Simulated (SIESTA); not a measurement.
**TiO2 under changes of volume**

One of the cells (10.998 Å³/atom); the others are scaled copies at fixed shape and fractional positions:

```xyz
9
Lattice="2.9683 0.0000 0.0000 0.0002 4.7076 0.0000 1.4836 0.2424 7.0835" Properties=species:S:1:pos:R:3 pbc="T T T"
Ti    0.0111    0.0020    0.0050
Ti    1.4933    2.3377    2.2452
Ti    2.9797    2.6161    4.8486
O     1.4969    0.9041    0.9105
O     2.9795    1.5111    3.2009
O     1.4967    1.6498    5.7110
O     2.9804    3.3042    1.3825
O     1.4963    3.4427    3.8925
O     2.9811    4.0496    6.1826
```

The cell comes from a database or a generator and needn't be the stable form of this composition.

| Property | Result |
| --- | --- |
| Program | SIESTA 5.4.2 |
| Functional | PBEsol |
| Potentials or basis | PseudoDojo 0.4 standard (PBEsol files) |
| Basis | DZP (energy shift 0.003 Ry; two zetas on semicore shells) |
| Grid cutoff | 800 Ry |
| Energy shift | 0.003 Ry |
| k mesh | 7 × 4 × 3 |
| Occupations | fermi-dirac, width 0.05 eV |
| Spin | no spin polarisation |

| volume (Å³/atom) | energy over the lowest point (meV/atom) | pressure (GPa) | gap on the mesh (eV) | largest force (eV/Å) |
| --- | --- | --- | --- | --- |
| 10.338 | 33.93 | 16.6 | 2.33 | 1.269 |
| 10.558 | 15.18 | 10.8 | 2.27 | 0.891 |
| 10.778 | 4.12 | 5.4 | 2.21 | 0.542 |
| 10.998 | 0.00 | 0.7 | 2.16 | 0.222 |
| 11.218 | ? | ? | ? | ? |
| 11.438 | 9.86 | -7.5 | 2.06 | 0.370 |
| 11.658 | 22.65 | -11.0 | 2.00 | 0.625 |

Q: What does the run at 11.218 Å³/atom give?

A: Energy over the lowest point 2.12 meV/atom; pressure -3.7 GPa; gap on the mesh 2.11 eV; largest force 0.129 eV/Å.

Worked out: A Birch-Murnaghan fit of order 3 (a polynomial in V^(-2/3)) to the other rows has its minimum at 11.03 Å³/atom with B0 = V·E''(V) = 224 GPa and B' = 4.3 at fixed shape and positions, which overstates the stiffness. It gives 2.12 meV/atom at 11.218 Å³/atom, against the run's 2.12, and -dE/dV = -3.7 GPa, against -3.7. A straight line through the other rows of the gap, of slope -2.7 eV per unit of ln V, gives 2.11 eV, against the run's 2.11.

Energies are extrapolated to zero smearing.

Caveats: an odd mesh through Γ misses points on the zone boundary, where band edges often lie; the basis of atomic orbitals isn't converged, which shifts pressures, moduli and gaps; forces of over 1 eV/Å show positions far from the minimum, so gaps and moduli don't describe the material at rest (some runs).
